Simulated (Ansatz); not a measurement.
Run this with the Ansatz DFT code, driven from Python and show what comes out.

`plan_bn.py`:
```python
'''What the engine would do for BN, without solving.'''

import ansatz as az

lattice = az.Lattice.of(
    (4.424223, 0.0, 0.0),
    (0.0, 4.424223, 0.0),
    (0.0, 0.0, 2.550356),
)
sites = [
    ('B', (0.174283, 0.825717, 0.5)),
    ('B', (0.325717, 0.325717, 0.0)),
    ('B', (0.674283, 0.674283, 0.0)),
    ('B', (0.825717, 0.174283, 0.5)),
    ('N', (0.812601, 0.812601, 0.5)),
    ('N', (0.312601, 0.687399, 0.0)),
    ('N', (0.687399, 0.312601, 0.0)),
    ('N', (0.187399, 0.187399, 0.5)),
]
crystal = az.Crystal(lattice=lattice)
for symbol, position in sites:
    crystal = crystal.atom(symbol, position)

model = (
    crystal.calculation()
    .functional('lda')
    .basis(24 * az.Ha)
    .accuracy('high')
    .kpoints(4, 4, 7, shift=0.5)
    .occupations('Fixed')
    .scf(extra_bands=16, algorithm='density_mixing')
)
session = model.session()
print('features:', ', '.join(session.active_features))
print('SCF threshold (eV):', session.dr2_threshold)
planned = session.plan(dry_run=True)
told = planned.describe()
for name in ('ecut_ev', 'ecutrho_ev', 'n_bands', 'nominal_top_band', 'n_pw_range', 'fft_dense', 'fft_smooth', 'n_sym_ops', 'cell_volume_ang3'):
    print(f'{name:18s} {told[name]}')
print('irreducible k-points and weights')
for k, weight in zip(told.kpoints_frac, told.kweights):
    print(f'  {k[0]:8.4f} {k[1]:8.4f} {k[2]:8.4f}  {weight:.5f}')
```

`python plan_bn.py` gives:
```text
features: AnyPaw, Paw, LdaXc, ShiftedKMesh, StepOccupations
SCF threshold (eV): 1e-07
ecut_ev            653.073269903712
ecutrho_ev         2612.293079614848
n_bands            32
nominal_top_band   16
n_pw_range         [1880, 1908]
fft_dense          [45, 45, 25]
fft_smooth         [40, 40, 24]
n_sym_ops          16
cell_volume_ang3   49.92002859670767
irreducible k-points and weights
    0.1250   0.1250   0.0714  0.07143
    0.1250   0.1250   0.2143  0.07143
    0.1250   0.1250   0.3571  0.07143
    0.1250   0.1250  -0.5000  0.03571
    0.1250   0.3750   0.0714  0.14286
    0.1250   0.3750   0.2143  0.14286
    0.1250   0.3750   0.3571  0.14286
    0.1250   0.3750  -0.5000  0.07143
    0.3750   0.3750   0.0714  0.07143
    0.3750   0.3750   0.2143  0.07143
    0.3750   0.3750   0.3571  0.07143
    0.3750   0.3750  -0.5000  0.03571
```

The structure comes from a database and needn't be a stable phase.
